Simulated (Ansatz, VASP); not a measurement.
## Li in VASP and in Ansatz

```
Li
1.0
     2.95316    0.00000    0.00000
    -1.47658    2.55751    0.00000
     0.00000    0.00000    4.84408
Li
2
Direct
  0.33333 0.66667 0.25000
  0.66667 0.33333 0.75000
```

Alike in both runs: task relaxation of cell and atoms; functional PBE; dispersion D3(BJ); k mesh 18 × 18 × 10; occupations fermi-dirac, width 0.15 eV; no spin polarisation.

|  | VASP | Ansatz |
| --- | --- | --- |
| version | VASP 6.6.1 | Ansatz 0.2.0 |
| potentials or method | VASP PAW PBE potentials, release 64 (Li_sv) | scalar-relativistic, plane waves, PAW |
| plane-wave cutoff (eV) | 600 | 420 |
| valence electrons in the cell | 6 | 6 |

```csv
,VASP,Ansatz,Ansatz less VASP
"gap on the k mesh at the Fermi level, each at its own relaxed structure (eV)",none,none,-
relaxed volume (Å³/atom),18.18,18.32,+0.144
relaxed cell length with the largest relative difference (Å),2.947,2.955,+0.0078
```

A gap of «none» marks a metal or a gap that the smearing closes.

Caveats: the cutoff is under 1.25 times the usual one of these potentials, so pressure, stress and relaxed cells hold a basis-set (Pulay) error (VASP); pairwise dispersion overbinds metals, which lowers pressure and volume.
